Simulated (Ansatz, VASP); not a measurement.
## One calculation of P, two programs

```
P
1.0
     1.65856   -5.14677    0.00000
     1.65856    5.14677    0.00000
     0.00000    0.00000    4.19800
P
4
Direct
  0.89477 0.10523 0.07293
  0.60523 0.39477 0.57293
  0.10523 0.89477 0.92707
  0.39477 0.60523 0.42707
```

Alike in both runs: functional PBEsol; k mesh 14 × 14 × 10; occupations gaussian, width 0.1 eV; no spin polarisation.

Ansatz relaxed the structure, and its values are those at the end. VASP's run is a single point on that final structure, the one shown.

|  | VASP | Ansatz |
| --- | --- | --- |
| version | VASP 6.6.1 | Ansatz 0.2.0 |
| potentials or method | VASP PAW PBE potentials, release 64 (P) | scalar-relativistic, plane waves, PAW |
| plane-wave cutoff (eV) | 520 | 420 |
| valence electrons in the cell | 20 | 20 |

```csv
,VASP,Ansatz,Ansatz less VASP
gap on the k mesh at the Fermi level (eV),none,none,-
pressure (GPa),-0.1,0.0,+0.09
rms of the force components (eV/Å),0.018,0.000,-0.0180
```

A gap of «none» marks a metal or a gap that the smearing closes.

Caveats: the PAW data sets were made with another functional, which shifts forces and pressure a little (VASP).
